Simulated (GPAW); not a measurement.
The system is ZnS.

```
Zn S
1.0
     0.00000    2.70200    2.70200
     2.70200    0.00000    2.70200
     2.70200    2.70200    0.00000
Zn S
1 1
Direct
  0.75000 0.75000 0.75000
  0.00000 0.00000 0.00000
```

- Program: GPAW 26.7.0
- Task: relaxation of cell and atoms
- Functional: PBEsol
- Dispersion: D3(BJ)+ATM
- Potentials or basis: PAW data sets generated in the run's folder for this functional
- Cutoff: 600 eV
- Basis: pw
- k mesh: 9 × 9 × 9
- Occupations: fermi-dirac, width 0.05 eV
- Spin: no spin polarisation

At the start: pressure -3.7 GPa; volume 19.73 Å³/atom.

Q: Where does the relaxation end?

A: Over 4 steps the energy falls by 11.3 meV/atom and the volume is 18.77 Å³/atom (-4.8 %); space group F-43m (No. 216, to 0.05 Å).

The path:
| step | energy change (eV) | largest force (eV/Å) | pressure (GPa) | volume (Å³) |
| --- | --- | --- | --- | --- |
| 1 | 0.0000 | 0.0000 | -3.74 | 39.45 |
| 2 | -0.0081 | 0.0000 | -3.06 | 39.07 |
| 3 | -0.0225 | 0.0000 | 0.21 | 37.45 |
| 4 | -0.0226 | 0.0000 | -0.01 | 37.55 |

Final structure:
```
Zn S
1.0
     0.00000    2.65776    2.65776
     2.65776    0.00000    2.65776
     2.65776    2.65776    0.00000
Zn S
1 1
Cartesian
  3.9866 3.9866 3.9866
  0.0000 0.0000 0.0000
```

Caveat: later steps reuse the first step's grids.
